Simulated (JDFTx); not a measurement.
Crystal: CoO.

```
CELL_PARAMETERS angstrom
-1.50800 1.50800 2.10725
1.50800 -1.50800 2.10725
1.50800 1.50800 -2.10725
ATOMIC_POSITIONS crystal
Co 0.00000 0.00000 0.00000
O 0.50000 0.50000 0.00000
```

Base run:

```yaml
Program: JDFTx 1.7.0 (patched build)
Functional: PBE
Potentials_or_basis: PseudoDojo-SR-PBE-0.5-standard with smoothed tails
Cutoff: 1306 eV
Density_cutoff: 10449 eV
k_mesh: 8 × 8 × 8
Occupations: fermi-dirac, width 0.05 eV
Spin: collinear spin, ferromagnetic start
Starting_moments: "[2.0, 0.0] μB"
Hubbard_terms: Co d U = 8 eV
```

Its results: band gap on the k mesh 1.55 eV, indirect (least direct gap 3.31 eV); pressure 19.4 GPa; net moment 3.00 μB per cell; site moments Co +2.82; O +0.17 μB.

Q: The run is repeated on the same cell with these changes: hubbard terms from Co d U = 8 eV to none; hubbard projectors from atomic pseudo-orbitals, not orthogonalised to none. What comes out?

A: Band gap on the k mesh none (metal or under the smearing width); pressure -0.2 GPa; net moment 2.97 μB per cell; site moments Co +2.58; O +0.40 μB.

The U term pushes filled and empty states of the shell apart.

Caveats: some runs use coarse meshes; a cell with one magnetic atom can't hold antiferromagnetic order, which such compounds often take; the empty levels aren't tightly converged (some runs); semilocal functionals often make such compounds metallic where correlation or magnetic order opens a gap, which also shifts bond lengths (some runs).

A k mesh can miss the band edges.
